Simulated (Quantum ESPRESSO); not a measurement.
Crystal: Ni.

```
Ni
1.0
    -1.38372    1.38372    1.38372
     1.38372   -1.38372    1.38372
     1.38372    1.38372   -1.38372
Ni
1
Direct
  0.00000 0.00000 0.00000
```

This isn't the form of Ni at room conditions, which is fcc.

Base run:

```yaml
Program: Quantum ESPRESSO 7.5
Functional: PBEsol
Potentials_or_basis: GBRV 1.5 PBEsol
Cutoff: 612 eV
Density_cutoff: 4898 eV
k_mesh: 13 × 13 × 13
Occupations: fermi-dirac, width 0.05 eV
Spin: collinear spin, ferromagnetic start
Starting_moments: "[1.0] μB"
Hubbard_terms: Ni d U = 3 eV
```

Its results: band gap on the k mesh none (metal or under the smearing width); pressure -4.7 GPa; net moment 0.62 μB per cell; site moments Ni +0.66 μB.

Task: The run is repeated on the same cell with these changes: hubbard terms from Ni d U = 3 eV to Ni d U = 8 eV. What comes out?

Result: Band gap on the k mesh none (metal or under the smearing width); pressure -6.1 GPa; net moment 0.62 μB per cell; site moments Ni +0.68 μB.

Caveats: the U is typed as a test and isn't derived for this compound.

Not every run made on this cell is shown here.
